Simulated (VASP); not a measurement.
Write the native input for VASP 6.6.1 that does the following.

```yaml
Task: relaxation of the atoms
Functional: PBE
Potentials_or_basis: VASP PAW PBE potentials, release 64 (Cu, I)
Cutoff: 600 eV
k_mesh: 8 × 8 × 8
Occupations: gaussian, width 0.03 eV
Spin: no spin polarisation
Further_INCAR_settings: ALGO = Fast; EDIFF = 1e-07; IBRION = 2; EDIFFG = -0.01; NSW = 40
```

The structure of CuI (Marshite) lies in POSCAR:

```
CuI                                     
1.0
    0.0000000000      3.0194264694      3.0194264694
    3.0194264694      0.0000000000      3.0194264694
    3.0194264694      3.0194264694      0.0000000000
  Cu              I             
     1     1
Direct
     0.2500000000000000    0.2500000000000000    0.2500000000000000
     0.0000000000000000    0.0000000000000000    0.0000000000000000
```

The cell isn't the ideal one: a relaxed cell with its volume scaled by 0.98.

The input as run:

INCAR

```
SYSTEM = CuI
PREC = Accurate
ENCUT = 600
EDIFF = 1E-7
ISMEAR = 0
SIGMA = 0.03
LREAL = .FALSE.
LASPH = .TRUE.
NELM = 80
ALGO = Fast
ISIF = 2
LWAVE = .FALSE.
LCHARG = .FALSE.
GGA = PE
IBRION = 2
NSW = 40
EDIFFG = -0.01
```

KPOINTS

```
Automatic mesh
0
G
  8 8 8
  0 0 0
```

Potentials or basis: VASP PAW PBE potentials, release 64 (Cu, I).

Run with:

```bash
$ cat potpaw_PBE.64/Cu/POTCAR potpaw_PBE.64/I/POTCAR > POTCAR
$ mpirun -np 1 vasp_std > vasp.out
```

It gave:

```json
{
  "Pressure after relaxing": "0.9 GPa",
  "Band gap on the k mesh": "1.18 eV, direct"
}
```

Caveat: the relaxation stopped at its first step, so nothing moved; spin-orbit coupling is left out, which moves the levels of the heavy elements.

Run time: 12 s on 1 thread of Intel(R) Xeon(R) 6975P-C (Granite Rapids) (shared host), peak memory 0.21 GiB.
